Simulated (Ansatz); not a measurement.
input.yaml

```yaml
crystal:
  lattice:
    - [-3.5587936279, 3.5512501012, 4.413108574]
    - [3.5587936279, -3.5512501012, 4.413108574]
    - [3.5587936279, 3.5512501012, -4.413108574]
  atoms:
    - { symbol: Sn, position: [0.0, 0.0, 0.0] }
    - { symbol: Sn, position: [0.0, 0.0, 0.5] }
    - { symbol: Sn, position: [0.0, 0.5, 0.0] }
    - { symbol: Sn, position: [0.0, 0.5, 0.5] }
    - { symbol: Sn, position: [0.5, 0.0, 0.0] }
    - { symbol: Sn, position: [0.5, 0.0, 0.5] }
    - { symbol: Sn, position: [0.5, 0.5, 0.0] }
    - { symbol: Sn, position: [0.5, 0.5, 0.5] }
basis:
  ecutwfc: 420
kpoints:
  mp_grid: { grid: [6, 6, 6] }
hamiltonian:
  xc: pbe
scf:
  occupations: { method: gaussian, width: 0.1 }
output:
  forces: true
  stress: true
  eigenvalues: true
```

Command:
```bash
ansatz run input.yaml --threads 2 --pin off --max-ram 5120MiB --backend cpu --events-out ev --progress --plain --runs-dir out
```

Theory: DFT PBE, scalar-relativistic, plane waves, PAW in Ansatz.

Abridged output (final results; tables in files aren't shown):

```
SCF 1 converged in 6 iterations: F = -48193.185815 eV  dr2 = 4.85e-8
SCF converged after 6 iterations
Free energy (F): -48193.185815 eV
Harris-Foulkes:  -48193.185815 eV  (|F-HF|=1.10e-8)
Internal energy: -48193.166543 eV  (E = F + TS)
E sigma→0 (E₀):  -48193.176179 eV
Entropy (-TS):   -0.019272 eV (-2.409 meV/atom)
Fermi energy:    10.545205 eV
--- Per-component energies (eV) ---
  E_band       = -685.356612
  E_kinetic    = 1485.298947
  E_local      = -6732.043378  (includes V_loc(G=0)·N_el)
  E_nonlocal   = -262.121555
  E_hartree    = 4206.163718
  E_xc         = -3062.816279
  E_vxc        = -769.801773  (∫ρ·V_xc dr)
  E_paw        = -33076.186958  (= ΣΔE_a)
  E_vpaw       = -2819.025667  (= ΣTr[D̂ρ^β])
  E_aug_tail   = -0.000004  (compensation charges beyond the density's cutoff)
  E_ewald      = -10751.461035
  E_smearing   = -0.019272  (= −TS)
--- Forces (eV/Å), atoms counted from 1 ---
  atom   1  Sn     0.00000000     0.00000000     0.00000000
  atom   2  Sn     0.00000000     0.00000000     0.00000000
  atom   3  Sn     0.00000000     0.00000000     0.00000000
  atom   4  Sn     0.00000000     0.00000000     0.00000000
  atom   5  Sn     0.00000000     0.00000000     0.00000000
  atom   6  Sn     0.00000000     0.00000000     0.00000000
  atom   7  Sn     0.00000000     0.00000000     0.00000000
  atom   8  Sn     0.00000000     0.00000000     0.00000000
--- Stress (GPa, compression-positive) ---
        0.180001       0.000000       0.000000
        0.000000       0.291658       0.000000
        0.000000       0.000000      -0.025886
  P = ⅓ Tr σ = 0.1486 GPa (1.486 kbar)
--- Band table (eV; the first three rows and the last of 46) ---
  k-point 0: bands = ["-11.1099", "-11.1099", "-11.0842", "-11.0527", "-11.0514", "-11.0514", "-11.0504", "-11.0504", "-11.0476", "-11.0476", "-11.0453", "-11.0440", "-11.0228", "-11.0228", "-11.0227", "-11.0227", "-10.9935", "-10.9821", "-10.9821", "-10.9815", "-10.9815", "-10.9755", "-10.9194", "-10.8999", "-10.8999", "-10.8986", "-10.8986", "-10.8963", "-10.8963", "-10.8907", "-10.8907", "-10.8860", "-10.8634", "-10.8634", "-10.8632", "-10.8632", "-10.8551", "-10.8550", "-10.8413", "-10.8413", "-0.4167", "3.8112", "3.8112", "3.8289", "3.8289", "5.0230", "5.0230", "6.0526", "6.0526", "6.0580", "6.0580", "6.6621", "6.6621", "6.8109", "7.8914", "11.4962", "11.5427", "12.8249", "12.8249", "13 ...
  k-point 1: bands = ["-11.1055", "-11.0935", "-11.0721", "-11.0491", "-11.0469", "-11.0469", "-11.0460", "-11.0460", "-11.0451", "-11.0418", "-11.0402", "-11.0314", "-11.0175", "-11.0175", "-11.0174", "-11.0174", "-10.9937", "-10.9784", "-10.9784", "-10.9779", "-10.9779", "-10.9703", "-10.9203", "-10.9094", "-10.9057", "-10.9057", "-10.9046", "-10.9046", "-10.9017", "-10.8977", "-10.8941", "-10.8931", "-10.8728", "-10.8712", "-10.8712", "-10.8710", "-10.8710", "-10.8553", "-10.8541", "-10.8422", "-0.2455", "3.5455", "3.5455", "3.5582", "3.5582", "3.7976", "5.1394", "6.6551", "6.6551", "6.6652", "6.6652", "6.7273", "6.8498", "8.0848", "8.1887", "10.7652", "11.0989", "12.0740", "12.8775", "13 ...
  k-point 2: bands = ["-11.0936", "-11.0610", "-11.0482", "-11.0388", "-11.0387", "-11.0387", "-11.0382", "-11.0382", "-11.0270", "-11.0268", "-11.0230", "-11.0044", "-11.0044", "-11.0043", "-11.0043", "-10.9975", "-10.9950", "-10.9663", "-10.9663", "-10.9661", "-10.9661", "-10.9561", "-10.9449", "-10.9210", "-10.9210", "-10.9209", "-10.9202", "-10.9202", "-10.9197", "-10.9165", "-10.9140", "-10.9103", "-10.9030", "-10.8933", "-10.8896", "-10.8896", "-10.8895", "-10.8895", "-10.8516", "-10.8447", "0.2686", "2.3155", "3.1827", "3.1827", "3.1888", "3.1888", "5.4717", "6.4319", "7.4040", "8.0066", "8.0066", "8.0225", "8.0225", "8.6549", "9.4707", "10.5495", "10.7281", "10.7659", "11.7558", "12. ...
  k-point 45: bands = ["-11.0297", "-11.0297", "-10.9998", "-10.9998", "-10.9993", "-10.9993", "-10.9990", "-10.9990", "-10.9819", "-10.9819", "-10.9819", "-10.9819", "-10.9818", "-10.9818", "-10.9817", "-10.9817", "-10.9765", "-10.9765", "-10.9664", "-10.9664", "-10.9657", "-10.9657", "-10.9537", "-10.9537", "-10.9530", "-10.9530", "-10.9483", "-10.9483", "-10.9476", "-10.9476", "-10.9399", "-10.9399", "-10.9283", "-10.9283", "-10.9278", "-10.9278", "-10.9267", "-10.9267", "-10.8961", "-10.8961", "1.5758", "1.5758", "2.6248", "2.6248", "2.6396", "2.6396", "5.5758", "5.5758", "8.8522", "8.8522", "8.8669", "8.8669", "9.8800", "9.8800", "10.9710", "10.9710", "10.9750", "10.9750", "11.2188", "1 ...
```

The run converged.

Time: 23 s on 2 threads of Arm Neoverse V1, on a shared host, peak memory 0.81 GiB.